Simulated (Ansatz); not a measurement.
**Where H_Cl puts its levels in the gap of KCl (Fm-3m)**

Charge states of H_Cl in KCl (Fm-3m), set against the band edges. Model: a cell of 54 host atoms with 1 Cl taken out and 1 H put in.

Calculated with Ansatz 0.2.0; place-levels on PBEsol runs: charge-transition levels and formation energies with image-charge correction and potential alignment at the atomic sites.

## 1. Set-up

The cell holds 54 atoms: 27 K, 26 Cl and 1 H. Its edges and angles: a = 13.243 Å, b = 13.243 Å, c = 13.243 Å, α = 60.0°, β = 60.0°, γ = 60.0°. It derives from KCl (space group Fm-3m). Nearest the centre at fractional (0.500, 0.500, 0.500): H28 at 0.00 Å, K51 at 3.12 Å, K47 at 3.12 Å, K35 at 3.12 Å, K45 at 3.12 Å, K29 at 3.12 Å, K33 at 3.12 Å, Cl16 at 4.41 Å.

The host's dielectric constants go in as inputs: 2.38 for the electrons alone, 5.25 with the ions, from a response run on this crystal (DFPT, PBEsol) at that run's own cell.

The cell's shortest repeat is 13.2 Å.

## 2. Charge states

Levels follow from differences of total energies between charge states, each relaxed by itself.

Each atom starts 0.05 Å or so off its site in a random direction: a symmetric start keeps its symmetry, and would miss off-centre moves and Jahn–Teller distortions. Forces are taken at one point at (¼, ¼, ¼). The cell holds 1 electron more than the neutral one, with a uniform background that keeps it neutral on the whole. The electron count is odd, so at least one spin is unpaired; this run locks the moment at 1 μB.

The sampling was tested on the host first: at the k-points planned (1x1x1 shifted 0.25 0.25 0.25) its energy lies 0.001 eV an atom from the dense-mesh value, under the bound of 0.02 eV set for this test; that bounds the host's error, not the defect's.

One of the inputs; charge, spin and start change from state to state.

qm1_M1.relax/input.yaml reads:

```yaml
crystal:
  lattice:
    - [0.0, 9.36444517, 9.36444517]
    - [9.36444517, 0.0, 9.36444517]
    - [9.36444517, 9.36444517, 0.0]
  atoms:
    - { symbol: K, position: [0.0, 0.0, 0.0] }
    - { symbol: Cl, position: [0.16666667, 0.16666667, 0.16666667] }
[... 7 atom lines left out ...]
    - { symbol: Cl, position: [0.16666667, 0.5, 0.5] }
[... 1 atom line left out ...]
    - { symbol: Cl, position: [0.16666667, 0.5, 0.83333333] }
[... 3 atom lines left out ...]
    - { symbol: Cl, position: [0.16666667, 0.83333333, 0.5] }
[... 5 atom lines left out ...]
    - { symbol: Cl, position: [0.5, 0.16666667, 0.5] }
[... 1 atom line left out ...]
    - { symbol: Cl, position: [0.5, 0.16666667, 0.83333333] }
    - { symbol: K, position: [0.33333333, 0.33333333, 0.0] }
    - { symbol: Cl, position: [0.5, 0.5, 0.16666667] }
[... 1 atom line left out ...]
    - { symbol: H, position: [0.5, 0.5, 0.5] }
    - { symbol: K, position: [0.33333333, 0.33333333, 0.66666667] }
    - { symbol: Cl, position: [0.5, 0.5, 0.83333333] }
[... 1 atom line left out ...]
    - { symbol: Cl, position: [0.5, 0.83333333, 0.16666667] }
    - { symbol: K, position: [0.33333333, 0.66666667, 0.33333333] }
    - { symbol: Cl, position: [0.5, 0.83333333, 0.5] }
    - { symbol: K, position: [0.33333333, 0.66666667, 0.66666667] }
[... 4 atom lines left out ...]
    - { symbol: Cl, position: [0.83333333, 0.16666667, 0.5] }
[... 3 atom lines left out ...]
    - { symbol: Cl, position: [0.83333333, 0.5, 0.16666667] }
    - { symbol: K, position: [0.66666667, 0.33333333, 0.33333333] }
    - { symbol: Cl, position: [0.83333333, 0.5, 0.5] }
    - { symbol: K, position: [0.66666667, 0.33333333, 0.66666667] }
[... 3 atom lines left out ...]
    - { symbol: K, position: [0.66666667, 0.66666667, 0.33333333] }
[... 2 atom lines left out ...]
    - { symbol: Cl, position: [0.83333333, 0.83333333, 0.83333333] }
  host:
    repeats: [3, 3, 3]
    atoms:
      - { symbol: K, position: [0.0, 0.0, 0.0] }
      - { symbol: Cl, position: [0.5, 0.5, 0.5] }
total_charge: -1
basis:
  ecutwfc: 420
  xc_grid: 2
hamiltonian:
  xc: pbesol
kpoints:
  mp_grid: { grid: [1, 1, 1], shift: [0.25, 0.25, 0.25] }
magnetization:
  spin_polarized: true
  initial_magnetization: 1
  spin_locking: { lock_magnetization: hard }
scf:
  occupations: { method: fixed }
  max_iter: 80
output:
  forces: true
  charged_corrections:
    epsilon: 2.38
    static_epsilon: 5.25
    defect_position: [0.5, 0.5, 0.5]
relax:
  f_tol: 0.02
  max_steps: 80
  random_displacement: { amplitude: 0.05, seed: 4316 }
checkpoint:
  write: "../qm1_M1.relax.run"
  compress: false
  write_wavefunctions: true
  write_every: 100000
```

Command:

```sh
$ ansatz run input.yaml --threads 4 --pin off --max-ram 14131MiB --backend cpu --events-out ev --progress --plain --runs-dir out
```

The relaxed structure is kept and the sampling changed to a 2×2×2 shifted mesh.

The run of this state that the levels use, under PBEsol:

qm1_M1.point/input.yaml reads:

```yaml
crystal:
  checkpoint: "../qm1_M1.relax.run"
  host: checkpoint
total_charge: -1
basis:
  ecutwfc: 420
  xc_grid: 2
hamiltonian:
  xc: pbesol
kpoints:
  mp_grid: { grid: [2, 2, 2], shift: [0.5, 0.5, 0.5] }
magnetization:
  spin_polarized: true
  initial_magnetization: 1
  spin_locking: { lock_magnetization: hard }
scf:
  occupations: { method: fermi_dirac, width: 0.01 }
  max_iter: 80
output:
  forces: true
  eigenvalues: true
  charged_corrections:
    epsilon: 2.38
    static_epsilon: 5.25
    defect_position: [0.5, 0.5, 0.5]
  eigenstates: { localisation: true }
  populations: true
  efg: {}
  band_densities: [{ bands: [v1, v1] }, { bands: [c1, c1] }]
  write_density: true
  write_potential: true
  volumetric_format: npy
  elf: true
checkpoint:
  read: "../qm1_M1.relax.run"
  write: "../qm1_M1.point.run"
  compress: false
  write_wavefunctions: false
  write_every: 100000
```

Relaxations under PBEsol at one point at (¼, ¼, ¼); times on 4 threads of Arm Neoverse V1, shared host:

```csv
charge,moment (μB),occupations,outcome,steps,largest displacement against the far atoms (Å),time
−1,1,fixed,converged,3,0.10,2.2 min
0,0,fixed,converged,3,0.10,61 s
+1,1,fixed,converged,5,0.23,3.4 min
```

Single points under PBEsol at a 2×2×2 shifted mesh; times on 4 threads of Arm Neoverse V1, shared host:

```csv
charge,moment (μB),occupations,outcome,time
−1,1,fermi-dirac,converged,5.9 min
0,0,fermi-dirac,converged,2.2 min
+1,1,fermi-dirac,converged,5.3 min
```

Distances (Å) from H28 to the nearest atoms after relaxation with PBEsol:

```csv
charge,moment (μB),1.,2.,3.,4.,5.,6.
−1,1,K 3.02,K 3.02,K 3.02,K 3.03,K 3.03,K 3.03
0,0,K 3.01,K 3.02,K 3.02,K 3.02,K 3.03,K 3.04
+1,1,K 3.32,K 3.33,K 3.33,K 3.38,K 3.38,K 3.39
```

## 3. place-levels, PBEsol

A charged cell interacts with its images and the background, and its potential has another zero than the host's. place-levels removes the first by a point-charge model, screened by the static dielectric constant since the ions have relaxed around the charge, and the second by comparing potentials at atoms far from the defect.

The host is a run of the defect-free crystal in the same cutoffs, grids and k-points, so that basis and sampling errors cancel in part in the differences. The host is run in a cell of 2 atoms on a matching mesh. Its band edges are searched through the zone by a band path, so the gap is smaller than, or equal to, that on the mesh. Chemical potentials are energies per atom of Cl (Cl2 molecule) and H (H2 molecule), run with the same functional and cutoff.

levels.point.yaml reads:

```yaml
host:
  run: host.point.run
states: [qm1_M1.point.run, q0.point.run, qp1_M1.point.run]
geometry_from:
  qm1_M1.point.run: qm1_M1.relax.run
  q0.point.run: q0.relax.run
  qp1_M1.point.run: qp1_M1.relax.run
chemical_potentials:
  Cl:
    energy: -1060.711994
    dataset: "<sha256 of the dataset>"
  H:
    energy: -15.609288
    dataset: "<sha256 of the dataset>"
epsilon: 2.38
static_epsilon: 5.25
vertical:
  - { from: qm1_M1.point.run, to: qm1_M1.point_neutral.run }
  - { from: qp1_M1.point.run, to: qp1_M1.point_neutral.run }
```

Command:

```sh
$ ansatz place-levels levels.point.yaml -- --threads 4 --pin off --max-ram 14131MiB
```

Numbers of over 12 decimals in the logs are rounded to 6 here.

Output:

```text
[... repeated set-up lines and file paths are left out, and long positions are rounded to six places ...]
(+1/0) 1.013 eV above the valence edge, 4.090 eV under the conduction edge
(0/-1) 5.158 eV above the valence edge (+5.798 eV without the band-filling correction), in the conduction band
formation energy of charge +1: +2.671 eV with the Fermi level at the valence edge
formation energy of charge 0: +3.684 eV with the Fermi level at the valence edge
formation energy of charge -1: +8.842 eV with the Fermi level at the valence edge
vertical -1 to 0: no energy, since no alignment is typed
  the change from vertical[0].from (qm1_M1.point.run) to vertical[0].to (qm1_M1.point_neutral.run): by its potential at epsilon 2.38 it stands at 0.994 0.997 0.004, with an rms radius of about 7.4 Å (4.3 4.2 4.3 Å across the planes of the cell's vectors); [...]
vertical +1 to 0: no energy, since no alignment is typed
  the change from vertical[1].from (qp1_M1.point.run) to vertical[1].to (qp1_M1.point_neutral.run): by its potential at epsilon 2.38 it stands at 0.505 0.499 0.499, with an rms radius of about 0.0 Å (0.0 0.0 0.0 Å across the planes of the cell's vectors); [...]
  edges by pbesol, gap 5.103 eV; the host is sampled to repeats of 26.49 Å
  the defect's cells are sampled to repeats of 26.49 Å, like sampling
  charge +1: -68633.1850 eV with its correction of +0.222 eV, at epsilon 5.25, aligned at sites: -0.1134 eV, mean over 21 atomic sites at or beyond 6.62 Å from the defect at [0.5000, 0.5000, 0.5000], with +0.000000 for the charge's moments and without [...]
  charge 0: +0.000 eV for its dipole among its images, +0.000 omitted
  charge -1: -68624.4797 eV with its correction of +0.349 eV, at epsilon 5.25, aligned at sites: -0.0135 eV, mean over 21 atomic sites at or beyond 6.62 Å from the defect at [0.5000, 0.5000, 0.5000], with +0.000000 for the charge's moments and without [...]
  of states[2] (qp1_M1.point.run): its alignment with the host at atomic sites is doubtful: the cell is too small to show whether the defect's potential has decayed: take a larger one
  of states[1] (q0.point.run): its alignment with the host at atomic sites is doubtful: the cell is too small to show whether the defect's potential has decayed: take a larger one
  of states[0] (qm1_M1.point.run): it parts from the run at its places by a charge that spreads by about 4.3 Å along one vector (1.9 Å or more is wide), by its potential at epsilon 2.38, taken for that of held ions (one typed too small widens it), where the [...]
  of vertical[0].from (qm1_M1.point.run): its moments are held at its close (magnetization.spin_locking), by a field of 0.141 eV a Bohr magneton, and its energy and levels are of the state that this holds: a run that lets them go can end lower; [...]
```

Wall time 0.32 s (4 threads of Arm Neoverse V1, shared host).

Levels between the charges placed, in eV above the valence top:

```csv
,gap (eV),(+1/0),(0/−1)
PBEsol,5.10,1.01,5.16
```

Corrections by state:

```csv
charge,moment (μB),image terms and alignment (eV),band filling (eV),ε used,"over the lowest of its charge, as the program ranks them, band filling apart (eV)"
+1,1.0,0.222,-,5.25,0.000
0,0.0,0.000,-,-,0.000
−1,1.0,0.349,-0.640,5.25,0.000
```

The charged structures listed were also run neutral, and place-levels reads from each pair, by the potential or the spins, how wide the charge is by which they differ; that can be the carrier of either run.

```csv
charge,rms radius (Å),spread where it is widest against the cell (Å),wide from (Å),reading
+1,0.0,0.00,1.87,narrow
−1,7.4,4.29,1.87,wide
```

The neutral runs of these pairs need not share the spin of the lowest neutral state, and very wide values only mean spread over the cell.

From the program's caveats on the states, each cut to its opening words:

- charge +1 (1 μB), 0, −1 (1 μB): its alignment with the host at atomic sites is doubtful: the cell is too small to show whether the defect's potential has decayed: take a larger one
- charge −1 (1 μB): it parts from the run at its places by a charge that spreads by about 4.3 Å along one vector (1.9 Å or more is wide), by its potential at epsilon 2.38, taken [...]
- charge −1 (1 μB): a band-filling correction moves a carrier to the host's band edge, which changes its energy by -0.640 eV
- charge −1 (1 μB): its moments are held at its close (magnetization.spin_locking), by a field of 0.141 eV a Bohr magneton, and its energy and levels are of the state that this [...]

The host's formation energy from the elements is -2.000 eV per atom; it sets how far the chemical potentials can move.

Limit set by the element alone; other compounds of these elements are not counted. Chemical potentials from the elements' reference states: Cl 0.00 eV, K -4.00 eV, H 0.00 eV. Formation energies (Cl-rich), with the Fermi level at the valence top and at the conduction bottom (gap 5.10 eV):

```csv
charge,at valence top (eV),at conduction bottom (eV),correction included (eV)
+1,2.67,7.77,0.22
0,3.68,3.68,0.00
−1,8.84,3.74,-0.29
```

(Fermi level (eV), lowest formation energy (eV)): (0.00, 2.67), (0.46, 3.13), (0.93, 3.60), (1.39, 3.68), (1.85, 3.68), (2.32, 3.68), (2.79, 3.68), (3.25, 3.68), (3.71, 3.68), (4.18, 3.68), (4.64, 3.68), (5.10, 3.68)

Limit set by the element alone; other compounds of these elements are not counted. Chemical potentials from the elements' reference states: K 0.00 eV, Cl -4.00 eV, H 0.00 eV. Formation energy by charge state (K-rich; gap 5.10 eV):

```csv
charge,at valence top (eV),at conduction bottom (eV),correction included (eV)
+1,-1.33,3.77,0.22
0,-0.32,-0.32,0.00
−1,4.84,-0.26,-0.29
```

| Fermi level (eV) | lowest formation energy (eV) |
| --- | --- |
| 0.00 | -1.33 |
| 0.46 | -0.86 |
| 0.93 | -0.40 |
| 1.39 | -0.32 |
| 1.85 | -0.32 |
| 2.32 | -0.32 |
| 2.79 | -0.32 |
| 3.25 | -0.32 |
| 3.71 | -0.32 |
| 4.18 | -0.32 |
| 4.64 | -0.32 |
| 5.10 | -0.32 |

## 4. The same at the relaxations' own k-points

The relaxations' own energies give the levels at their sampling, for comparison.

levels.relax_mesh.yaml reads:

```yaml
host:
  run: host.relax.run
states: [qm1_M1.relax.run, q0.relax.run, qp1_M1.relax.run]
chemical_potentials:
  Cl:
    energy: -1060.711994
    dataset: "<sha256 of the dataset>"
  H:
    energy: -15.609288
    dataset: "<sha256 of the dataset>"
```

Command:

```sh
$ ansatz place-levels levels.relax_mesh.yaml -- --threads 4 --pin off --max-ram 14131MiB
```

Output:

```text
(+1/0) 1.005 eV above the valence edge, 4.097 eV under the conduction edge
[...]
formation energy of charge +1: +2.668 eV with the Fermi level at the valence edge
formation energy of charge 0: +3.673 eV with the Fermi level at the valence edge
formation energy of charge -1: +8.831 eV with the Fermi level at the valence edge
  edges by pbesol, gap 5.102 eV; the host is sampled to repeats of 13.24 Å
[... the lines on each state left out ...]
```

Elapsed: 0.1 s, on 4 threads.

Levels between neighbouring charges, in eV above the valence top:

```csv
,gap (eV),(+1/0),(0/−1)
"one point at (¼, ¼, ¼)",5.10,1.00,5.16
a 2×2×2 shifted mesh,5.10,1.01,5.16
```

Going from one point at (¼, ¼, ¼) to a 2×2×2 shifted mesh moves the levels that carry no band-filling term by up to 0.01 eV and formation energies against the elements by up to 0.01 eV; band-filling terms, which differ between samplings, are in these energies.

## 5. Another choice

In this try the input is made faulty on purpose, to show what that does.

Another version of the file is tried.

levels.try0.yaml is levels.point.yaml with these lines changed:

```diff
-  Cl:
-    energy: -1060.711994
-    dataset: "<sha256 of the dataset>"
-  H:
-    energy: -15.609288
-    dataset: "<sha256 of the dataset>"
+  Cl: -1060.711994
+  H: -15.609288
```

Command:

```sh
$ ansatz place-levels levels.try0.yaml -- --threads 4 --pin off --max-ram 14131MiB
```

Output:

```text
Error: YAML parse error: error: line 9 column 3: chemical_potentials.H: expected a mapping of `energy` and `dataset` (the content sha256 that the runs behind the energy print of the element's pseudopotential file), got a number
  --> <input>:9:3
   |
 7 |   qp1_M1.point.run: qp1_M1.relax.run
 8 | chemical_potentials:
 9 |   Cl: -1060.711994
   |   ^ chemical_potentials.H: expected a mapping of `energy` and `dataset` (the content sha256 that the runs behind the energy print of the element's pseudopotential file), got a number
10 |   H: -15.609288
11 | epsilon: 2.38
   |
```

The change: chemical potentials as bare numbers.

The command refused this file.

## 6. Outcome

```yaml
gap_of_the_host: 5.10 eV (PBEsol)
level_plus_1_over_0: 1.01 eV above the valence top
level_0_minus_1: 5.16 eV above the valence top, past the conduction bottom (5.80 eV above the valence top without the band-filling term)
lowest_of_the_charges_placed_just_above_the_valence_top_0p02_ev: +1
lowest_of_the_charges_placed_just_below_the_conduction_bottom_0p02_ev: 0
lowest_formation_energy_at_mid_gap_of_the_charges_run_cl_rich: 3.68 eV
lowest_formation_energy_at_mid_gap_of_the_charges_run_k_rich: -0.32 eV
```

In words: Of the charges placed (−1, 0 and +1), the lowest changes at 1.01 eV (+1/0) above the valence top, in a gap of 5.10 eV. Charges above +1 were not placed, so these runs say nothing of levels that involve them. States placed: +1 at 1 μB; 0 at 0 μB; −1 at 1 μB. Other spin states or structures, where not listed, weren't placed. The program finds carriers beyond a band edge of the host and adds a band-filling term at charge −1 (-0.64 eV); steps to such a charge show no bound level, and a defect level inside a band would be read the same way. H is taken at its element; compounds, which aren't counted here, bound the chemical potentials and would shift these formation energies. The lowest formation energy (K-rich) is negative across the gap, so the defect would form by itself: these chemical potentials lie beyond what competing compounds allow, or the host is unstable against it. Going from one point at (¼, ¼, ¼) to a 2×2×2 shifted mesh moves the levels that carry no band-filling term by up to 0.01 eV and formation energies against the elements by up to 0.01 eV; band-filling terms, which differ between samplings, are in these energies. The program doubts the alignment of potentials for at least one state, a sign that the cell is small. What this leaves open: PBEsol makes the gap too small and tends to spread out bound carriers; where a gas molecule sets a chemical potential or the host's formation energy, its binding is uncorrected.

[Logs are printed without paths, hosts, clocks, repeated set-up lines and the standing remarks that a program may print on its own settings, such as how far it seeks lower states.]

[Hosts, paths, dates, database ids (printed as entryN), source tags and the programs' standing remarks are cut or masked in the printed files.]

[Where a table of states has a column of steps, it counts the stored structures, which are thinned; the runs took as many ionic steps or more.]

[A defect's name tells the site on which it was built; relaxed atoms can leave that site.]

[For some hosts the program warned that the k-mesh of the response run may be too coarse for force constants and the static dielectric constant; such warnings are not shown here.]
